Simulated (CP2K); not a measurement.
Crystal: TiO2.

```xyz
9
Lattice="5.2910 0.0000 0.0000 -2.6455 4.5821 0.0000 0.0000 0.0000 6.1330" Properties=species:S:1:pos:R:3 pbc="T T T"
Ti   -0.2381    4.5698    2.0481
Ti   -1.1878    2.0634    4.0925
Ti    1.4577    2.4941    0.0038
O     1.2725    1.4868    1.2881
O     3.4206    0.4688    3.3667
O     3.1799    2.7003    5.4111
O     0.5344    1.8572    4.8182
O    -1.2778    3.1814    2.7739
O     0.7751    4.0887    0.7295
```

The cell comes from a database or a generator and needn't be the stable form of this composition.

The cell isn't the ideal one: atom 4 moved 0.15 Å.

Base run:

```yaml
Program: CP2K 2026.2
Functional: vdW-DF2
Potentials_or_basis: POTENTIAL_UZH Ti GTH-PBE-q12, O GTH-PBE-q6; DZVP-MOLOPT-PBE-GTH basis
Density_cutoff: 11565 eV
k_mesh: 5 × 5 × 4
Occupations: fermi-dirac, width 0.05 eV
Spin: no spin polarisation
```

Its results: band gap on the k mesh 3.64 eV, indirect (least direct gap 3.79 eV); pressure 12.4 GPa; largest force 6.752 eV/Å.

**Question.** After a change of settings the same cell gave: band gap on the k mesh 3.69 eV, indirect (least direct gap 3.84 eV); pressure 7.3 GPa; largest force 6.178 eV/Å. Which change was it?
A. functional from vdW-DF2 to PBE
B. functional from vdW-DF2 to LDA
C. functional from vdW-DF2 to TPSS
D. functional from vdW-DF2 to rev-vdW-DF2

**Answer.** D.

Caveats: the potentials were made for another functional, which shifts forces and pressure; an odd mesh through Γ misses points on the zone boundary, where band edges often lie; the basis of atomic orbitals isn't converged, which shifts pressures, moduli and gaps.
